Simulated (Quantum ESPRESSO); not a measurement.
Crystal: Ta.

```
Ta
1.0
    -1.62896    1.62896    1.62896
     1.62896   -1.62896    1.62896
     1.62896    1.62896   -1.62896
Ta
1
Cartesian
  0.0000 0.0000 0.0000
```

The cell isn't the ideal one: volume scaled by 0.96.

- Program: Quantum ESPRESSO 7.5
- Task: phonons
- Functional: PBEsol
- Potentials or basis: PseudoDojo 0.4.1 SR PBE standard
- Cutoff: 789 eV
- Density cutoff: 3157 eV
- k mesh: 11 × 11 × 11
- Occupations: cold, width 0.2 eV
- Spin: no spin polarisation
- Hubbard terms: Ta d U = 6 eV
- Start of the occupations: default
- Hubbard projectors: atomic
- Mixing beta: 0.3
- Most SCF iterations: 120
- SCF threshold: 2e-10 Ry
- Mixing ndim: 16
- Startingwfc: atomic

At H the frequencies are 135 135 135 cm⁻¹, at a pressure of -8.5 GPa.

How do the modes respond when the cell is scaled evenly, at fixed shape?

The highest mode has a Grüneisen parameter of 3.55 and moves by +2.6 cm⁻¹ per GPa. None of the listed modes softens on compression. The pressures give a bulk modulus of about 185 GPa.

Frequencies at 99 % and 101 % of the volume (pressures -6.6 and -10.3 GPa), ions relaxed:
```csv
mode,99 % (cm⁻¹),101 % (cm⁻¹),Grüneisen parameter
1,139.3,129.8,3.55
2,139.3,129.8,3.55
3,139.3,129.8,3.55
```

Modes are matched by their order; those that don't vary smoothly over the three volumes are left out.

Caveat: the potentials were made for another functional, which shifts forces and pressure; the cell is more than 3 GPa from zero pressure, which shifts response properties; the q point doesn't lie on the k mesh, which can shift a metal's frequencies strongly unless the mesh is converged; U without spin polarisation on a metal has little footing; the U is typed as a test and isn't derived for this compound.
